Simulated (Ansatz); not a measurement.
The system is TiSe.

```xyz
4
Lattice="4.1784 0.0000 0.0000 0.0000 4.1784 0.0000 0.0000 0.0000 5.9844" Properties=species:S:1:pos:R:3 pbc="T T T"
Se    0.0000    2.0892    4.5515
Se    2.0892    0.0000    1.4329
Ti    0.0000    0.0000    0.0000
Ti    2.0892    2.0892    0.0000
```

The cell comes from a database or a generator and needn't be the stable form of this composition.

```yaml
Program: Ansatz 0.2.0
Task: relaxation of cell and atoms
Functional: PBEsol
Potentials_or_basis: JTH PAW
Cutoff: "1230 eV (not typed: the program's choice for these potentials)"
k_mesh: 7 × 7 × 5
Occupations: fermi-dirac, width 0.05 eV
Spin: no spin polarisation
```

At the start: volume 26.12 Å³/atom.

Q: How do energy, volume and symmetry change on relaxing?

A: It ends after 8 steps and the volume is 22.64 Å³/atom (-13.3 %); space group P4/nmm (No. 129, to 0.05 Å).

Step by step:
```csv
step,energy change (eV),largest force (eV/Å),volume (Å³)
1,0.0000,0.3096,104.48
2,-0.0396,0.1003,97.68
3,-0.0504,0.0374,96.46
4,-0.0673,0.0357,92.38
5,-0.0691,0.0379,89.23
6,-0.0702,0.0040,90.35
7,-0.0702,0.0007,90.57
8,-0.0695,0.0007,90.57
```

Final structure:
```
Se Ti
1.0
     4.13107    0.00000    0.00000
     0.00000    4.13107    0.00000
     0.00000    0.00000    5.30684
Se Ti
2 2
Direct
  0.00000 0.50000 0.73254
  0.50000 0.00000 0.26746
  0.00000 0.00000 0.00000
  0.50000 0.50000 0.00000
```

Caveat: the plane-wave basis is chosen anew once the cell has moved, so the energies of steps on either side of that aren't comparable; this functional lacks dispersion, which binds the layers, so the pressure and a relaxed spacing across them are unreliable.
